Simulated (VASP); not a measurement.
Input of a VASP 6.6.1 run:

Contents of INCAR:

```
SYSTEM = TaN
PREC = Accurate
ENCUT = 520
EDIFF = 1E-7
ISMEAR = 0
SIGMA = 0.05
LREAL = .FALSE.
LASPH = .TRUE.
NELM = 150
ALGO = Normal
ISIF = 2
LWAVE = .FALSE.
LCHARG = .TRUE.
ISPIN = 2
MAGMOM = 2 2 2 0 0 0
LORBIT = 11
LMAXMIX = 4
LDAU = .TRUE.
LDAUTYPE = 2
LDAUL = 2 -1
LDAUU = 4 0
LDAUJ = 0 0
LDAUPRINT = 1
GGA = PE
LELF = .TRUE.
LVHAR = .TRUE.
NBANDS = 37
```

KPOINTS

```
regular mesh
0
G
  4 4 7
  0 0 0
```

File POSCAR:

```
TaN
1.0
    5.1850002000      0.0000000000      0.0000000000
   -2.5925001000      4.4903418900      0.0000000000
    0.0000000000      0.0000000000      2.9080005300
Ta N
3 3
Direct
    0.0000000000      0.0000000000      0.0000000000
    0.3333333333      0.6666666667      0.5000000000
    0.6666666667      0.3333333333      0.5000000000
    0.5000000000      0.0000000000      0.0000000000
    0.5000000000      0.5000000000      0.0000000000
    0.0000000000      0.5000000000      0.0000000000
```

Potentials or basis: VASP PAW PBE potentials, release 64 (Ta_pv, N).

The run is started by

```console
$ cat potpaw_PBE.64/Ta_pv/POTCAR potpaw_PBE.64/N/POTCAR > POTCAR
$ mpirun -np 1 vasp_std > vasp.out
```

(1) Estimate the net moment.

(2) Predict the pressure.

(3) Predict the band gap on the k mesh.

Results:

(1) 0.00 μB per cell.

(2) 23.3 GPa.

(3) none (metal or under the smearing width).
